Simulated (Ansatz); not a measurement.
A Sn₇O₈ cell: a crystal with Sn atoms taken out, relaxed.

```xyz
15
Lattice="-0.0045 5.3575 -0.0005 -5.3574 0.0045 0.0010 -0.0021 -0.0012 9.0823" Properties=species:S:1:pos:R:3 pbc="T T T"
Sn   -0.0049    1.3249    7.8045
Sn   -0.0056    4.0045    1.0805
Sn   -2.6822    1.3281    1.0814
Sn   -0.0031    1.3260    3.4143
Sn   -2.6839    4.0071    3.4205
Sn   -0.0076    4.0034    5.8839
Sn   -2.6839    1.3267    5.8849
O    -1.3531    2.6755    2.2520
O    -4.0154    5.3383    2.2521
O    -4.0681    2.6236    6.8078
O    -1.2996    0.0302    6.8081
O    -1.3034    2.6230    6.8140
O    -4.0642    0.0308    6.8150
O    -4.0130    2.6784    2.2500
O    -1.3555    5.3353    2.2488
```

The calculation used DFT PBEsol, scalar-relativistic, plane waves, PAW in Ansatz.

Settings: cutoff 420 eV, Γ-centred mesh 6×6×4 on the computed 15-atom cell, Gaussian smearing of 0.10 eV; no spin polarisation.

Problem. Describe its local order.

Solution. Counting as bonded all pairs within 1.2 times the summed covalent radii, but none from a metal cation to another cation:

```json
{"atom → neighbour": "O → Sn", "mean count": "3.50", "mean length (Å)": "2.17", "spread (Å)": "0.06"}
{"atom → neighbour": "Sn → O", "mean count": "4.00", "mean length (Å)": "2.17", "spread (Å)": "0.06"}
```

Angles between all pairs of such bonds at an atom (mean ± spread): 110 ± 8° at O, 91 ± 22° at Sn.

Problem. Does it have a gap?

Solution. It has no gap on the mesh. Levels at Γ next to the Fermi level (eV from it): -1.42, -1.30, -1.22, -0.80, -0.57, -0.50, 0.88, 1.27, 1.27, 2.66, 3.36, 3.62. It lies 1.22 eV/atom below the elements' standard states (static lattices, no corrections for gases).

Cost: 2 runs of about 4 core-minutes in all (earlier runs that led there not counted), on Intel Xeon 6975P-C (Granite Rapids) (shared hosts).